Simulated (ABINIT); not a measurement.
**BN: band structure with PBE**

**What was measured.**

From a printed reference work, monograph, for a bulk crystal of BN at 300 K: band gap 6.4 eV (indirect).

Crystal: BN.

```
CELL_PARAMETERS angstrom
0.00000 1.81300 1.81300
1.81300 0.00000 1.81300
1.81300 1.81300 0.00000
ATOMIC_POSITIONS crystal
N 0.25000 0.25000 0.25000
B 0.00000 0.00000 0.00000
```

The cell is a database's computed one.

```json
{"Program": "ABINIT 10.8.3 (patched build)", "Task": "band structure", "Functional": "PBE", "Potentials or basis": "JTH PAW PBE v2.0", "Cutoff": "707 eV", "k mesh": "13 × 13 × 13", "Occupations": "fermi-dirac, width 0.05 eV", "Spin": "no spin polarisation", "Fine-grid cutoff": "1306.15 eV", "Exchange and correlation inside the PAW spheres": "full angular mesh (pawxcdev 0, this build's default; the released program takes 1)"}
```

```yaml
Pressure: -0.4 GPa
Band_gap_on_the_k_mesh: 4.52 eV, indirect (least direct gap 8.76 eV)
Band_gap_along_the_path: 4.44 eV, indirect (least direct gap 8.76 eV)
Valence_electrons_inside_the_program's_atomic_spheres: N 2.72; B 2.05
```

Levels at the corners of the path, in eV from the valence-band top:
| point | band 1 | band 2 | band 3 | band 4 | band 5 | band 6 | band 7 | band 8 | band 9 |
| --- | --- | --- | --- | --- | --- | --- | --- | --- | --- |
| Γ | -20.14 | 0.00 | 0.00 | 0.00 | 8.76 | 8.76 | 8.76 | 10.18 | 24.56 |
| X | -14.61 | -8.87 | -4.86 | -4.86 | 4.44 | 9.16 | 17.78 | 17.78 | 20.63 |
| W | -14.30 | -7.56 | -6.90 | -6.45 | 9.56 | 13.19 | 14.44 | 14.50 | 19.17 |
| K | -14.53 | -8.09 | -7.60 | -4.04 | 6.88 | 12.77 | 15.70 | 16.54 | 18.56 |
| Γ | -20.14 | 0.00 | 0.00 | 0.00 | 8.76 | 8.76 | 8.76 | 10.18 | 24.56 |
| L | -15.96 | -10.62 | -1.93 | -1.93 | 10.01 | 10.65 | 10.65 | 15.16 | 23.31 |
| U | -14.53 | -8.09 | -7.60 | -4.04 | 6.88 | 12.77 | 15.70 | 16.54 | 18.56 |
| W | -14.30 | -7.56 | -6.90 | -6.45 | 9.56 | 13.19 | 14.44 | 14.50 | 19.17 |
| L | -15.96 | -10.62 | -1.93 | -1.93 | 10.01 | 10.65 | 10.65 | 15.16 | 23.31 |
| K | -14.53 | -8.09 | -7.60 | -4.04 | 6.88 | 12.77 | 15.70 | 16.54 | 18.56 |

Run time: 17 s on 1 thread of Arm Neoverse V1 (shared host), peak memory 0.11 GiB.

A measured gap of BN is 6.4 eV (indirect; 300 K; a printed reference work, monograph); the calculated 4.44 eV misses it by -1.96 eV. The value is that of PBE, without temperature or zero-point motion. Semilocal functionals fall short of measured gaps as a rule. The cell is a database's relaxed one, not the measured one, which moves gaps too.
